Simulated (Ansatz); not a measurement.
Runs of Ansatz 0.2.0 on V. It takes space group Im-3m (No. 229, cubic). The conventional cell has a = 3.029 Å, b = 3.029 Å, c = 3.029 Å, α = 90.00°, β = 90.00°, γ = 90.00°. Around V (site symmetry m-3m) lie 8 V at 2.62 Å. 

```csv
task,level,cell,k mesh,cutoff (eV),smearing,points for each segment of the path,mesh quality,gap on the mesh (eV),pressure (GPa),moment (μB),relaxed volume (Å³/atom)
band structure,r2SCAN,as given,12 × 12 × 12,500,fermi-dirac 0.05 eV,14,not flagged,none,-6.7,0.54,-
single point,r2SCANh,as given,6 × 6 × 6,500,fermi-dirac 0.05 eV,-,coarse,none,-,0.78,-
relaxation of cell and atoms,rPW86-PBE+rVV10,relaxed,12 × 12 × 12,420,fermi-dirac 0.05 eV,-,not flagged,-,0.0,0.00,(b)
single point,PBE,as given,12 × 12 × 12,420,gaussian 0.018 eV,-,not flagged,none,-5.2,0.12,-
relaxation of cell and atoms,PBE0,relaxed,6 × 6 × 6,420,fermi-dirac 0.05 eV,-,coarse,none,-,0.78,(c)
relaxation of cell and atoms,RPBE+D3(BJ),relaxed,12 × 12 × 12,420,fermi-dirac 0.05 eV,-,not flagged,none,0.0,0.00,(a)
relaxation of cell and atoms,revPBE+D3(BJ),relaxed,12 × 12 × 12,420,fermi-dirac 0.05 eV,-,not flagged,-,0.0,0.00,12.51
relaxation of cell and atoms,revPBE,relaxed,12 × 12 × 12,420,fermi-dirac 0.05 eV,-,not flagged,-,0.0,0.00,13.70
```

Alike in all rows: potentials or basis Ansatz PAW; spin collinear, ferromagnetic start.

**Question.** Estimate the missing entries.

**Answer.** (a) 10.69; (b) 13.61; (c) 13.27.

Caveats: some runs use coarse meshes; the PAW data sets come from PBE, with cores solved anew for the run's functional, which leaves a small shift of forces and pressure (some runs); the plane-wave basis is chosen anew once the cell has moved, so the energies of steps on either side of that aren't comparable (some runs); the potentials were made for another functional, which shifts forces and pressure (some runs); the magnetic or orbital state may not be the lowest (some runs); the volume moved by over 15 % at a fixed basis, so the end points are rough (some runs); the volume moved by -23 % from the deposited cell, more than functionals usually miss (some runs); pairwise dispersion overbinds metals, which lowers pressure and volume (some runs).

A k mesh can miss the band edges.

A gap of «none» marks a metal or a gap under the smearing width.

Not every run made on this cell is shown here.
